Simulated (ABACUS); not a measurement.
Crystal: FeO (Wuestite).

```xyz
2
Lattice="1.5188 0.8769 2.5196 -1.5188 0.8769 2.5196 0.0000 -1.7538 2.5196" Properties=species:S:1:pos:R:3 pbc="T T T"
Fe    0.0000    0.0000    0.0000
O     0.0000    0.0000    3.7794
```

| Property | Result |
| --- | --- |
| Program | ABACUS 3.10.1 |
| Task | single point |
| Functional | PBE |
| Potentials or basis | PseudoDojo NC SR 0.4.1 PBE standard |
| Cutoff | 1225 eV |
| Density cutoff | 4898 eV |
| Basis | plane waves |
| k mesh | 11 × 11 × 11 |
| Occupations | fermi-dirac, width 0.05 eV |
| Spin | collinear spin, ferromagnetic start |
| Starting moments | [3.0, 0.0] μB |

On this cell: pressure -1.9 GPa; largest force under 0.003 eV/Å; net moment 4.00 μB per cell; band gap on the k mesh none (metal or under the smearing width).

The same run follows on a disturbed copy (atoms moved at random, drawn with an rms of 0.05 Å):

```
Fe O
1.0
     1.51882    0.87689    2.51958
    -1.51882    0.87689    2.51958
     0.00000   -1.75378    2.51958
Fe O
1 1
Direct
  0.00349 0.00059 0.00193
  0.48174 0.51863 0.48149
```

Problem. What changes?

Solution. The energy (extrapolated to zero smearing) moves by +6.5 meV/atom; pressure -1.3 GPa; largest force 0.298 eV/Å; net moment 4.00 μB per cell; band gap on the k mesh none (metal or under the smearing width).

Forces in eV/Å, atoms in the order of the input:
```
Fe  -0.192  0.105 -0.202
O    0.192 -0.105  0.202
```

Stress tensor (GPa, compression positive):
```
-0.53 -0.67  0.88
-0.67 -1.28 -0.51
 0.88 -0.51 -1.97
```

Caveats: a cell with one magnetic atom can't hold antiferromagnetic order, which such compounds often take; semilocal functionals often make such compounds metallic where correlation or magnetic order opens a gap, which also shifts bond lengths.
